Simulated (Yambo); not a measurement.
# SiC (Moissanite 3C) in Yambo: convergence with bands in self energy

SiC (Moissanite 3C):

```
Si C
1.0
     0.00000    2.17900    2.17900
     2.17900    0.00000    2.17900
     2.17900    2.17900    0.00000
Si C
1 1
Direct
  0.00000 0.00000 0.00000
  0.75000 0.75000 0.75000
```

* Program: Yambo 5.3.0
* Task: G0W0 quasiparticle levels
* Functional: PBE
* Potentials or basis: PseudoDojo 0.4.1 SR PBE standard
* Cutoff: 1116 eV
* Density cutoff: 4463 eV
* k mesh: 8 × 8 × 8
* Occupations: fixed
* Spin: no spin polarisation
* k mesh of the self-consistent run: 10 × 10 × 10
* Random integration of the Coulomb term: yes
* Direction of the field or of q to 0: x + y + z
* Broadening: 0.1 eV
* States corrected: Γ and the k points of the band edges
* Frequency dependence of W: plasmon pole
* Terminator of the band sum in the self-energy: none
* Quasiparticle equation: linearised (Newton)
* Imaginary frequency of the plasmon-pole fit: 27.2114 eV
* Bands in the response: 304
* Bands in the self-energy: 24
* Cutoff of the response matrix: 12 Ry
* Cutoff of exchange and Vxc: 82 Ry
* Bands corrected (first, last): [4, 6]

These are the settings of the first run; the series varies bands in self energy, with any setting tied to it.

Q: The values tried are 24, 44, 84, 304, loosest first. From which on does the quasiparticle gap at the points computed stay within 0.05 eV of the tightest run that finished?

A: From 84 on.

| bands in self energy | quasiparticle gap at the points computed (eV) |
| --- | --- |
| 24 | 1.895 |
| 44 | 2.013 |
| 84 | 2.096 |
| 304 | 2.145 |

The tightest run that finished is the yardstick and may itself not be fully converged.

Caveat, for the tightest run too: this version prints the column dSc/dw multiplied by 27.2.
